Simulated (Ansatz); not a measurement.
The cell is CaO built on the h-MgO prototype; cell and atoms were relaxed with r2SCAN. It is hexagonal, P6_3/mmc (No. 194); a = 3.981 Å, c = 4.770 Å in the conventional setting, 16.37 Å³ an atom. Ca is surrounded by 5 O at 2.30–2.39 Å; O is surrounded by 5 Ca at 2.30–2.39 Å.

```xyz
4
Lattice="3.9810 0.0000 0.0000 -1.9905 3.4477 0.0000 0.0000 0.0000 4.7701" Properties=species:S:1:pos:R:3 pbc="T T T"
Ca    0.0000    2.2984    1.1925
Ca    1.9905    1.1492    3.5776
O     1.9905    1.1492    1.1925
O     0.0000    2.2984    3.5776
```

The questions ask for values computed with Ansatz on this geometry. No spin polarisation and no zero-point or thermal motion; the cell was built from a prototype and may be hypothetical.

Given (12×12×6 mesh): The PBE gap is direct at Γ: 3.21 eV.

Q: What does r2SCAN give for the gap (12×12×6 mesh)?

A: r2SCAN gives a direct gap of 3.63 eV at Γ. The gap differs by +0.42 eV from PBE's.

Q: How does the gap change from PBE to HSE06 (6×6×4)?

A: The HSE06 gap is direct at Γ: 4.58 eV. The gap differs by +1.37 eV from PBE's.

Q: What does DDH-PBE0 give for the gap (6×6×4 mesh)?

A: With DDH-PBE0 the gap is 5.70 eV and direct, at Γ. The share of exact exchange is 0.299. The gap differs by +2.49 eV from PBE's.

Q: Estimate the gap with r2SCAN0 on 6×6×4.

A: r2SCAN0 gives a direct gap of 5.53 eV at Γ. The gap differs by +2.32 eV from PBE's.

Q: Order these levels by the gap that they give, smallest first.
A. PBE
B. r2SCAN
C. LC-ωPBE
D. PBE0
E. HSE06
F. DDH-PBE0
G. r2SCAN0
H. LDA

A: H (3.03 eV), A (3.21 eV), B (3.63 eV), E (4.58 eV), D (5.28 eV), G (5.53 eV), F (5.70 eV), C (9.68 eV).

Q: What does G0W0@PBE with 195 empty bands, a screening cutoff of 120 eV and a 6×6×4 mesh give?

A: 4.48 eV (PBE's gap over the path plus the quasiparticle shift read on the mesh). Over the mesh points the PBE gap of 3.20 eV becomes a quasiparticle gap of 4.48 eV (direct at Γ), a change of +1.28 eV. Renormalisation factors Z lie between 0.74 and 0.84. G0W0 here is at a finite number of bands, screening cutoff and k mesh, not at the basis limit.

Q: How strongly does the crystal screen a field with clamped ions (r2SCAN)?

A: The clamped-ion dielectric constant comes out as 3.13 along x and y, 3.18 along z. Born charges, averaged over directions: Ca +2.15, O -2.15 e.

Q: Relaxed again with PBEsol, is the cell stable at the zone centre, and where do its optical modes lie?

A: The zone-centre optical frequencies run from 201 to 378 cm⁻¹, none imaginary (the rest of the zone wasn't tested). With the long-range field the highest mode reaches 557 cm⁻¹. By the program's warning the force constants, and with them frequencies and ε⁰, aren't converged on this mesh.

The meshes of the hybrids are coarse, so their gaps aren't converged to the digits shown.
